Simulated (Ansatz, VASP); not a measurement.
## ZrPbSe3 in two plane-wave programs

One calculation is typed for both programs; each brings its own data sets. How far apart do they land? The cell is generated by rule, not measured, and may not be a known phase. The cell is taken from a series of runs on this material, whose earlier steps may have relaxed, scaled, displaced or heated it; both programs get it as it stands.

Calculated with Ansatz 0.2.0; plane waves, with VASP 6.6.1 beside it; relaxation of cell and atoms at LDA.

The structure was built from a prototype and need not be the compound's stable phase.

### Step 1. Starting point

Symmetry: Imma, No. 74, orthorhombic system. The conventional cell has a = 7.197 Å, b = 9.912 Å, c = 7.224 Å, α = 90.00°, β = 90.00°, γ = 90.00°. Nearest to Pb lie 5 Se at 2.98 to 3.05 Å. Nearest to Zr lie 6 Se at 2.62 to 2.63 Å. Nearest to Se lie 2 Zr at 2.62 Å and 1 Pb at 3.05 Å. Nearest to Se lie 2 Zr at 2.63 Å and 2 Pb at 2.98 Å. Farther neighbours and most contacts between anions are not listed.

### Step 2. Ansatz: relaxation of cell and atoms, LDA

Ansatz runs on its PAW soft_1 files.

The relaxed volume is the usual yardstick between codes: in a stiff, nearly cubic crystal its relative difference is about their pressure difference at one cell divided by the bulk modulus.

Contents of input.yaml:

```yaml
crystal:
  lattice:
    - [-3.5982821927, 4.9559569394, 3.6118957098]
    - [3.5982821927, -4.9559569394, 3.6118957098]
    - [3.5982821927, 4.9559569394, -3.6118957098]
  atoms:
    - { symbol: Pb, position: [0.2917138698, 0.0417138698, 0.25] }
    - { symbol: Pb, position: [0.7082861302, 0.9582861302, 0.75] }
    - { symbol: Zr, position: [0.5, 0.5, 0.0] }
    - { symbol: Zr, position: [0.0, 0.5, 0.5] }
    - { symbol: Se, position: [0.8696544113, 0.6196544113, 0.25] }
    - { symbol: Se, position: [0.1303455887, 0.3803455887, 0.75] }
    - { symbol: Se, position: [0.6847023482, 0.0, 0.1847023482] }
    - { symbol: Se, position: [0.3152976518, 0.0, 0.8152976518] }
    - { symbol: Se, position: [0.6847023482, 0.5, 0.6847023482] }
    - { symbol: Se, position: [0.3152976518, 0.5, 0.3152976518] }
kpoints:
  mp_grid: { grid: [6, 6, 6] }
hamiltonian:
  xc: lda
  pseudopotentials: { kind: paw, azcp: { folder: soft_1 }, xc_functional: pbe }
scf:
  occupations: { method: fixed }
output:
  forces: true
  stress: true
  eigenvalues: true
relax:
  adjacent_minimum: "off"
  f_tol: 0.001
  max_steps: 60
  cell: { stress_tol: 0.01 }
```

Run with:

```
$ ansatz run input.yaml --threads 4 --pin off --max-ram 16384MiB --backend cpu --events-out ev --progress --plain --runs-dir out
```

Numbers of over 12 decimals in the logs are rounded to 6 here.

The log of the run:

```text
Engine: ansatz 0.2.0, aarch64-unknown-linux-gnu
Pseudopotentials: kind: paw
Pseudopotential: Pb, paw, valence charge 14, recommended cutoff 420 eV (normal), soft_1/Pb.paw.azcp
Pseudopotential: Zr, paw, valence charge 12, recommended cutoff 420 eV (normal), soft_1/Zr.paw.azcp
Pseudopotential: Se, paw, valence charge 16, recommended cutoff 420 eV (normal), soft_1/Se.paw.azcp
Functional definition: SPW92
  exchange = slater_x
  correlation = pw_c
Crystal: 10 atoms, lattice volume = 257.643 Å³
Basis set: ecut = 420 eV, 5021 PW (Γ)
Bands: 89, of which v1, the nominal top of the filled ones, is band 74 counted from 1 (73 counted from 0)
Symmetry: 8 space group operations
Space group: Imma (ITA 74), of the structure as read, at distance tolerance 6.4e-5 Å
k-points: 46 of 216
Non-local potential: Pb, projectors of the file, l = 0: 2, l = 1: 2, l = 2: 2, l = 3: 1
Non-local potential: Zr, projectors of the file, l = 0: 3, l = 1: 2, l = 2: 2, l = 3: 1
Non-local potential: Se, projectors of the file, l = 0: 2, l = 1: 2, l = 2: 3, l = 3: 1
PAW form: soft (Blöchl's): semilocal exchange-correlation on the pseudo side does not see the compensation charge
PAW frozen core: Pb, regenerated for the run's functional, and the local potential with it (the file was generated under x = pbe(κ = 0.804, μ = 0.219515), c = pbe(β = 0.066725))
PAW frozen core: Zr, regenerated for the run's functional, and the local potential with it (the file was generated under x = pbe(κ = 0.804, μ = 0.219515), c = pbe(β = 0.066725))
PAW frozen core: Se, regenerated for the run's functional, and the local potential with it (the file was generated under x = pbe(κ = 0.804, μ = 0.219515), c = pbe(β = 0.066725))
PAW one-centre angular grid: Pb, 590 points (default); XC on 64 Gauss nodes
PAW one-centre angular grid: Zr, 590 points (default); XC on 64 Gauss nodes
PAW one-centre angular grid: Se, 590 points (default); XC on 64 Gauss nodes
Initial density: superposition of atomic densities (chi_scale 0.1, normalization cell, long waves kept (reshape's long-wave potential 0.00 eV rms))
Initial wavefunctions: pseudopotential atomic-orbital guess
Functional: x = slater, c = lda
SCF iter   1: F=—  HF=-63678.951464 eV  |F-HF|=—  |Δ(HF+E_count)|=         —  Δρ=7.25e-2  dr2=4.79e1  ethr=3.10e-3  ⟨swp⟩=5.0  Hψ=11998  notcnv=0  defer=538
preconditioner: auto → Resta (q_TF=auto, 2.488 Å⁻¹)  ε∞=4.7  [insulator: Δε(μ)=0.012 eV  Ē_g=10.263 eV  n_scr=62 (ndim 8)  ℏωp=19.6 eV  f_vac=0.002  ε∞_Penn≈4.7]
SCF iter   2: F=—  HF=-63673.590673 eV  |F-HF|=—  |Δ(HF+E_count)|=    5.36e0  Δρ=3.48e-2  dr2=5.49e0  ethr=3.10e-3  ⟨swp⟩=3.9  Hψ=8817  notcnv=0  defer=504
SCF iter   3: F=—  HF=-63672.249136 eV  |F-HF|=—  |Δ(HF+E_count)|=    1.34e0  Δρ=1.70e-2  dr2=1.09e0  ethr=3.10e-3  ⟨swp⟩=2.6  Hψ=5012  notcnv=0  defer=511
SCF iter   4: F=—  HF=-63671.978966 eV  |F-HF|=—  |Δ(HF+E_count)|=   2.70e-1  Δρ=6.64e-3  dr2=3.10e-1  ethr=7.37e-4  ⟨swp⟩=3.0  Hψ=5953  notcnv=0  defer=591
SCF iter   5: F=—  HF=-63671.919791 eV  |F-HF|=—  |Δ(HF+E_count)|=   5.92e-2  Δρ=3.24e-3  dr2=6.78e-2  ethr=2.09e-4  ⟨swp⟩=3.0  Hψ=8030  notcnv=0  defer=598
SCF iter   6: F=—  HF=-63671.906919 eV  |F-HF|=—  |Δ(HF+E_count)|=   1.29e-2  Δρ=6.03e-4  dr2=2.40e-3  ethr=4.58e-5  ⟨swp⟩=3.0  Hψ=5022  notcnv=0  defer=598
SCF iter   7: F=—  HF=-63671.906577 eV  |F-HF|=—  |Δ(HF+E_count)|=   3.42e-4  Δρ=1.05e-4  dr2=4.62e-5  ethr=1.62e-6  ⟨swp⟩=2.0  Hψ=4849  notcnv=0  defer=598
SCF iter   8: F=—  HF=-63671.906458 eV  |F-HF|=—  |Δ(HF+E_count)|=   1.19e-4  Δρ=4.18e-5  dr2=6.72e-6  ethr=3.12e-8  ⟨swp⟩=2.0  Hψ=7479  notcnv=0  defer=545
SCF iter   9: F=—  HF=-63671.906457 eV  |F-HF|=—  |Δ(HF+E_count)|=   1.15e-6  Δρ=1.92e-5  dr2=1.84e-6  ethr=4.54e-9  ⟨swp⟩=2.0  Hψ=7029  notcnv=0  defer=544
SCF iter  10: F=—  HF=-63671.906456 eV  |F-HF|=—  |Δ(HF+E_count)|=   5.53e-7  Δρ=5.64e-6  dr2=1.34e-7  ethr=1.24e-9  ⟨swp⟩=2.0  Hψ=7027  notcnv=0  defer=545
SCF iter  11: F=-63671.906456 eV  HF=-63671.906456 eV  |F-HF|=1.94e-9  |Δ(HF+E_count)|=   7.31e-9  Δρ=1.56e-6  dr2=8.87e-9  ethr=6.76e-11  ⟨swp⟩=11.6  Hψ=22191  notcnv=0
SCF 1 converged in 11 iterations: F = -63671.906456 eV  dr2 = 8.87e-9
  greatest PAW one-centre occupation: 1.000 electrons in one spin orbital (limit 2), on the Se atom at site 9 (counted from 0), in its partial waves of l = 2
relax step   1: F+E_penalty+E_count = -63671.90645649 eV  Δ(F+E_penalty+E_count) = +0.000e0 eV  max|allowed force component| = 1.066e-3 eV/Å  Δτ_max = 0.0000 Å  P = +0.002 GPa  Ω = 257.643 Å³  (11 SCF iters, dr2 threshold 1.00e-7 eV, accepted)
[...]
relax step   2: F+E_penalty+E_count = -63671.90645621 eV  Δ(F+E_penalty+E_count) = +2.775e-7 eV  max|allowed force component| = 7.473e-4 eV/Å  Δτ_max = 0.0010 Å  P = -0.002 GPa  Ω = 257.671 Å³  energy of the carried Pulay correction = -3.310e-6 eV  (6 SCF iters, dr2 threshold 7.11e-11 eV, accepted)
[...]
relax step   3: F+E_penalty+E_count = -63671.90646090 eV  Δ(F+E_penalty+E_count) = -4.695e-6 eV  max|allowed force component| = 7.479e-4 eV/Å  Δτ_max = 0.0000 Å  P = -0.002 GPa  Ω = 257.671 Å³  stress off target by 2.93e-3 GPa  SCF on the basis re-selected at this cell (its energy is not comparable with the rows above)  (5 SCF iters)
basis re-selected at this cell: Δ(F+E_penalty+E_count) = -4.695e-6 eV, ΔP = -0.000 GPa vs the last step (what re-selecting the basis moved, of the pressure what is left beyond the Pulay correction that the steps carried, after the strain that the cell walked since its last selection, with what the two solves' SCF thresholds leave and, on support functions, any second-order correction that the steps lacked; it is no m [...]
SCF converged after 5 iterations
Free energy (F): -63671.906461 eV
Harris-Foulkes:  -63671.906461 eV  (|F-HF|=1.46e-11)
Internal energy: -63671.906461 eV  (E = F + TS)
E sigma→0 (E₀):  -63671.906461 eV
Fermi energy:    8.838741 eV
--- Per-component energies (eV) ---
  E_band       = -2635.587123
  E_kinetic    = 1890.859058
  E_local      = -19703.219790  (includes V_loc(G=0)·N_el)
  E_nonlocal   = -1329.946683
  E_hartree    = 9797.640159
  E_xc         = -1229.529666
  E_vxc        = -1192.253518  (∫ρ·V_xc dr)
  E_paw        = -38166.390236  (= ΣΔE_a)
  E_vpaw       = -1896.304141  (= ΣTr[D̂ρ^β])
  E_aug_tail   = -0.002334  (compensation charges beyond the density's cutoff)
  E_ewald      = -14945.206681
  E_core_change = 13.889712  (= ΣΔE_core)
  E_smearing   = -0.000000  (= −TS)
  E_closure    = 0.000000  (closes the sum)
  Σ components = -63671.906461   (vs F -63671.906461, Δ=0.00e0)
--- Forces (eV/Å), atoms counted from 1 ---
  atom   1  Pb     0.00000000     0.00000000    -0.00041159
  atom   2  Pb     0.00000000     0.00000000     0.00041159
  atom   3  Zr     0.00000000     0.00000000     0.00000000
  atom   4  Zr     0.00000000     0.00000000     0.00000000
  atom   5  Se     0.00000000     0.00000000    -0.00066039
  atom   6  Se     0.00000000     0.00000000     0.00066039
  atom   7  Se     0.00000000    -0.00074789     0.00000000
  atom   8  Se     0.00000000     0.00074789     0.00000000
  atom   9  Se     0.00000000    -0.00074789    -0.00000000
  atom  10  Se     0.00000000     0.00074789    -0.00000000
  max |Σ_I F_I| component: 3.25e-18 eV/Å
--- Stress (GPa, compression-positive) ---
       -0.000853       0.000000       0.000000
        0.000000      -0.002926       0.000000
        0.000000       0.000000      -0.001084
  P = ⅓ Tr σ = -0.0016 GPa (-0.016 kbar)
--- Band table (eV; the first three rows and the last of 46) ---
  k-point 0: bands = [... 70 lower, 8.4167, 8.5059, 8.5713, 8.7554, 9.4182, 9.5804, 9.8871, 10.3679, ... 11 higher]
  k-point 1: bands = [... 70 lower, 8.3042, 8.4427, 8.4816, 8.6441, 9.8343, 9.9187, 10.0698, 10.5615, ... 11 higher]
  k-point 2: bands = [... 70 lower, 8.2155, 8.2942, 8.3985, 8.4396, 10.2158, 10.3370, 10.5341, 10.6854, ... 11 higher]
  k-point 45: bands = [... 70 lower, 7.3594, 8.1139, 8.1614, 8.3184, 9.3700, 9.6589, 10.3200, 10.5598, ... 11 higher]
--- Relaxed structure (2 steps of the walk, 2 accepted, 1 SCFs on fresh bases) ---
  F+E_penalty+E_count = -63671.90646090 eV   max|allowed force component| = 7.479e-4 eV/Å   (the final SCF, on the basis selected at the relaxed cell)
  cell:  # Å, volume = 257.6709 Å³
    - [-3.599183, 4.956180, 3.611224]
    - [3.599183, -4.956180, 3.611224]
    - [3.599183, 4.956180, -3.611224]
  atoms:
    - { symbol: Pb, position: [0.291850, 0.041850, 0.250000] }
    - { symbol: Pb, position: [0.708150, 0.958150, 0.75] }
    - { symbol: Zr, position: [0.500000, 0.500000, 0] }
    - { symbol: Zr, position: [0, 0.5, 0.5] }
    - { symbol: Se, position: [0.869705, 0.619705, 0.25] }
    - { symbol: Se, position: [0.130295, 0.380295, 0.75] }
    - { symbol: Se, position: [0.684749, -5.551115123125783e-17, 0.184749] }
    - { symbol: Se, position: [0.315251, 5.551115123125783e-17, 0.815251] }
    - { symbol: Se, position: [0.684749, 0.5, 0.684749] }
    - { symbol: Se, position: [0.315251, 0.500000, 0.315251] }
```

(Part 1 of 2 ends here.)

[Lines on the potential files, build, host, timing and source positions are cut from VASP's logs without a mark.]

[Logs are printed without paths, hosts, clocks, repeated set-up lines and the standing remarks that a program may print on its own settings, such as how far it seeks lower states.]

[Hosts, paths, dates, database ids (printed as entryN), source tags and the programs' standing remarks are cut or masked in the printed files.]
